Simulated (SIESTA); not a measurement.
**CuO (Tenorite) under changes of volume**

One of the cells (10.338 Å³/atom); the others are scaled copies at fixed shape and fractional positions:

```
CELL_PARAMETERS angstrom
2.35736 -1.72263 0.00000
2.35736 1.72263 0.00000
-0.85566 0.00000 5.09137
ATOMIC_POSITIONS crystal
Cu 0.50000 0.00000 0.50000
Cu 0.00000 0.50000 0.00000
O 0.41840 0.58160 0.75000
O 0.58160 0.41840 0.25000
```

```yaml
Program: SIESTA 5.4.2
Functional: PBEsol
Potentials_or_basis: PseudoDojo 0.4 standard (PBEsol files)
Basis: DZP (energy shift 0.003 Ry; two zetas on semicore shells)
Grid_cutoff: 800 Ry
Energy_shift: 0.003 Ry
k_mesh: 10 × 10 × 5
Occupations: fermi-dirac, width 0.05 eV
Spin: no spin polarisation
```

```csv
volume (Å³/atom),energy over the lowest point (meV/atom),pressure (GPa),largest force (eV/Å)
9.527,16.51,11.1,0.013
9.730,?,?,?
9.932,0.00,2.3,0.140
10.338,3.65,-4.8,0.266
10.540,11.59,-7.7,0.323
10.743,23.11,-10.4,0.373
```

Task: What does the run at 9.730 Å³/atom give?

Result: Energy over the lowest point 5.47 meV/atom; pressure 6.5 GPa; largest force 0.066 eV/Å.

Worked out: A Birch-Murnaghan fit of order 3 (a polynomial in V^(-2/3)) to the other rows has its minimum at 10.05 Å³/atom with B0 = V·E''(V) = 183 GPa and B' = 4.9 at fixed shape and positions, which overstates the stiffness. It gives 5.41 meV/atom at 9.730 Å³/atom, against the run's 5.47, and -dE/dV = 6.4 GPa, against 6.5.

Energies are extrapolated to zero smearing.

Caveats: short orbitals over semicore shells can move pressures by several GPa; the basis of atomic orbitals isn't converged, which shifts pressures, moduli and gaps; the run has no spin polarisation, though such a crystal can be magnetic.
